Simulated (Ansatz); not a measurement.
# BaO (Fm-3m), zone-centre modes

The calculation used DFT PBE, scalar-relativistic, plane waves, PAW in Ansatz 0.2.0. Cutoff 420 eV, Γ-centred 8×8×8 k-points, Gaussian smearing of 0.05 eV. No spin polarisation.

The starting cell (as given, not relaxed at this level):

```yaml
crystal:
  lattice:
    - [0.00000, 2.75000, 2.75000]
    - [2.75000, 0.00000, 2.75000]
    - [2.75000, 2.75000, 0.00000]
  atoms:
    - { symbol: Ba, position: [0.00000, 0.00000, 0.00000] }
    - { symbol: O, position: [0.50000, 0.50000, 0.50000] }
```

Harmonic modes by finite displacements of 0.02 Å, without the LO–TO term.

Q: At this geometry, is the structure stable against these modes?

A: Yes: no mode is imaginary beyond 10 cm⁻¹, and only the three translations lie near zero.

Q: List the wavenumbers in cm⁻¹.

A: 0, 0, 0, 98, 98, 98.